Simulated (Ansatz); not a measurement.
A plane-wave DFT run in Ansatz 0.2.0 (scalar-relativistic PAW potentials unless the input names others): input and command.

```yaml
crystal:
  lattice:
    - [0.0, 3.1852161301, 3.1852161301]
    - [3.1852161301, 0.0, 3.1852161301]
    - [3.1852161301, 3.1852161301, 0.0]
  atoms:
    - { symbol: Mg, position: [0.0, 0.0, 0.0] }
    - { symbol: Te, position: [0.75, 0.75, 0.75] }
basis:
  ecutwfc: 420
kpoints:
  mp_grid: { grid: [8, 8, 8] }
hamiltonian:
  xc: lda
scf:
  occupations: { method: tetrahedron }
output:
  forces: true
  eigenvalues: true
  stress: true
relax:
  adjacent_minimum: "off"
  f_tol: 0.001
  max_steps: 60
  cell: { stress_tol: 0.01 }
```

```bash
ansatz run input.yaml --threads 1 --pin off --max-ram 1228MiB --backend cpu --events-out ev --progress --plain --runs-dir out
```

Abridged log:
```
Warning: relax: with tetrahedron occupations the Hellmann–Feynman forces and the energy need not agree along the walk (scf.occupations.method in the input reference, under Limitations); prefer a smearing scheme for the relaxation and re-run the relaxed geometry with tetrahedron occupations for the final energies/DOS
Warning: output.forces, output.stress, relax.cell or npt_langevin: where a Kohn–Sham band that disperses or a degenerate level is filled in part under the method tetrahedron, the forces or the stress that this run publishes need not agree with its energy (scf.occupations.method in the input reference, under Limitations); prefer a smearing scheme for the forces or the stress
Pseudopotentials: kind: paw
Pseudopotential: Mg, paw, valence charge 10, recommended cutoff 420 eV (normal)
Pseudopotential: Te, paw, valence charge 16, recommended cutoff 420 eV (normal)
Functional definition: SPW92
Crystal: 2 atoms, lattice volume = 64.632 Å³
Basis set: ecut = 420 eV, 1243 PW (Γ)
Bands: 17, of which v1, the nominal top of the filled ones, is band 13 counted from 1 (12 counted from 0)
Symmetry: 24 space group operations
Space group: F-43m (ITA 216), of the structure as read, at distance tolerance 4.0e-5 Å
k-points: 29 of 512 (time reversal used)
Initial density: superposition of atomic densities (neutral atoms: chi_scale 0, normalization atom), corrected by the library's trained network
Initial wavefunctions: pseudopotential atomic-orbital guess
Functional: x = slater, c = lda
SCF iter   1: F=—  HF=-8730.495641 eV  |F-HF|=—  |Δ(HF+E_count)|=         —  Δρ=4.84e-3  dr2=5.70e-3  ethr=1.77e-3  ⟨swp⟩=6.0  Hψ=2731  notcnv=0
SCF iter   2: F=—  HF=-8730.490286 eV  |F-HF|=—  |Δ(HF+E_count)|=   5.36e-3  Δρ=2.02e-3  dr2=1.08e-3  ethr=2.19e-5  ⟨swp⟩=2.0  Hψ=1218  notcnv=0
SCF iter   3: F=—  HF=-8730.489959 eV  |F-HF|=—  |Δ(HF+E_count)|=   3.27e-4  Δρ=3.00e-4  dr2=5.00e-5  ethr=4.15e-6  ⟨swp⟩=2.0  Hψ=987  notcnv=0
SCF iter   4: F=—  HF=-8730.489946 eV  |F-HF|=—  |Δ(HF+E_count)|=   1.24e-5  Δρ=1.03e-4  dr2=1.08e-5  ethr=1.92e-7  ⟨swp⟩=3.0  Hψ=986  notcnv=0
SCF iter   5: F=—  HF=-8730.489941 eV  |F-HF|=—  |Δ(HF+E_count)|=   5.05e-6  Δρ=1.28e-5  dr2=6.35e-8  ethr=4.17e-8  ⟨swp⟩=3.0  Hψ=950  notcnv=0
SCF iter   6: F=—  HF=-8730.489941 eV  |F-HF|=—  |Δ(HF+E_count)|=   1.12e-8  Δρ=1.93e-6  dr2=2.09e-9  ethr=2.44e-10  ⟨swp⟩=2.3  Hψ=932  notcnv=0
SCF iter   7: F=—  HF=-8730.489941 eV  |F-HF|=—  |Δ(HF+E_count)|=  7.31e-10  Δρ=3.45e-7  dr2=3.09e-11  ethr=8.02e-12  ⟨swp⟩=3.1  Hψ=984  notcnv=0
SCF iter   8: F=—  HF=-8730.489941 eV  |F-HF|=—  |Δ(HF+E_count)|=  5.46e-12  Δρ=9.46e-8  dr2=6.18e-12  ethr=1.19e-13 (applied; sched 1.00e-12)  ⟨swp⟩=2.0  Hψ=987  notcnv=0
   ...
SCF iter   4: F=—  HF=-8730.489954 eV  |F-HF|=—  |Δ(HF+E_count)|=  4.00e-11  Δρ=2.29e-7  dr2=2.92e-11  ethr=1.59e-12  ⟨swp⟩=3.7  Hψ=1005  notcnv=0
SCF iter   5: F=-8730.489954 eV  HF=-8730.489954 eV  |F-HF|=0.00e0  |Δ(HF+E_count)|=    0.00e0  Δρ=4.18e-8  dr2=7.26e-13  ethr=1.00e-12  ⟨swp⟩=4.1  Hψ=2385  notcnv=0
SCF 3 converged in 5 iterations: F = -8730.489954 eV  dr2 = 7.26e-13
relax step   3: F+E_penalty+E_count = -8730.48995422 eV  Δ(F+E_penalty+E_count) = +1.571e-6 eV  max|allowed force component| = 5.146e-17 eV/Å  Δτ_max = 0.0000 Å  P =  0.000 GPa  Ω = 64.574 Å³  energy of the carried Pulay correction = +6.654e-6 eV  (5 SCF iters, accepted)
Initial wavefunctions: pseudopotential atomic-orbital guess (no wavefunctions were taken with the density)
SCF iter   1: F=—  HF=-8730.489941 eV  |F-HF|=—  |Δ(HF+E_count)|=         —  Δρ=1.66e-6  dr2=9.58e-10  ethr=4.09e-7  ⟨swp⟩=3.4  Hψ=4159  notcnv=0
SCF iter   2: F=—  HF=-8730.489942 eV  |F-HF|=—  |Δ(HF+E_count)|=   1.18e-6  Δρ=9.65e-7  dr2=9.01e-10  ethr=3.68e-12  ⟨swp⟩=4.4  Hψ=1695  notcnv=0  defer=1
SCF iter   3: F=—  HF=-8730.489942 eV  |F-HF|=—  |Δ(HF+E_count)|=  3.71e-10  Δρ=4.95e-7  dr2=1.24e-10  ethr=3.46e-12  ⟨swp⟩=3.6  Hψ=924  notcnv=0
SCF iter   4: F=—  HF=-8730.489942 eV  |F-HF|=—  |Δ(HF+E_count)|=  3.82e-11  Δρ=1.41e-7  dr2=1.57e-11  ethr=4.75e-13 (applied; sched 1.00e-12)  ⟨swp⟩=3.0  Hψ=1103  notcnv=0
SCF iter   5: F=—  HF=-8730.489942 eV  |F-HF|=—  |Δ(HF+E_count)|=  9.09e-12  Δρ=5.64e-8  dr2=3.30e-12  ethr=6.05e-14 (applied; sched 1.00e-12)  ⟨swp⟩=2.8  Hψ=1013  notcnv=0
SCF iter   6: F=-8730.489942 eV  HF=-8730.489942 eV  |F-HF|=3.64e-12  |Δ(HF+E_count)|=  1.82e-12  Δρ=2.27e-8  dr2=4.74e-13  ethr=1.00e-12  ⟨swp⟩=3.7  Hψ=2252  notcnv=0
SCF 4 converged in 6 iterations: F = -8730.489942 eV  dr2 = 4.74e-13
SCF converged after 6 iterations
Stability not checked: this state was not tested for a lower state beside it, because cold or Methfessel-Paxton smearing, or corrected tetrahedra, fill the levels in a way that the test cannot read (fill_not_monotonic; see scf.lower_state_search)
Free energy (F): -8730.489942 eV
Harris-Foulkes:  -8730.489942 eV  (|F-HF|=3.64e-12)
Internal energy: -8730.489942 eV  (E = F + TS)
E sigma→0 (E₀):  -8730.489942 eV
Fermi energy:    4.481670 eV
--- Forces (eV/Å), atoms counted from 1 ---
  atom   1  Mg     0.00000000     0.00000000     0.00000000
  atom   2  Te     0.00000000     0.00000000     0.00000000
--- Stress (GPa, compression-positive) ---
       -0.000017       0.000000       0.000000
        0.000000      -0.000017       0.000000
        0.000000       0.000000      -0.000017
  P = ⅓ Tr σ =  0.0000 GPa ( 0.000 kbar)
--- Relaxed structure (3 steps of the walk, 3 accepted, 1 SCFs on fresh bases) ---
  F+E_penalty+E_count = -8730.48994225 eV   max|allowed force component| = 4.481e-17 eV/Å   (the final SCF, on the basis selected at the relaxed cell)
  cell:  # Å, volume = 64.5742 Å³
    - [0.0, 3.18426839, 3.18426839]
    - [3.18426839, 0.0, 3.18426839]
    - [3.18426839, 3.18426839, 0.0]
  atoms:
    - { symbol: Mg, position: [0.0, 0.0, 0.0] }
    - { symbol: Te, position: [0.75, 0.75, 0.75] }
```

Apart from outputs and empty bands, the input differs from a reference run on usual settings in scf.occupations.method: "fixed" → "tetrahedron". The reference, at the same start, ended its own course with a relaxed volume of 32.29 Å³/atom, pressure 0.00 GPa, largest force 0.000 eV/Å, gap on the mesh 2.38 eV. This run converged in 26 SCF iterations over all its steps (reference: 19) with an energy at zero smearing within 0.01 meV/atom of the reference's, a relaxed volume of 32.29 Å³/atom, pressure 0.00 GPa, largest force 0.000 eV/Å, gap on the mesh 2.38 eV.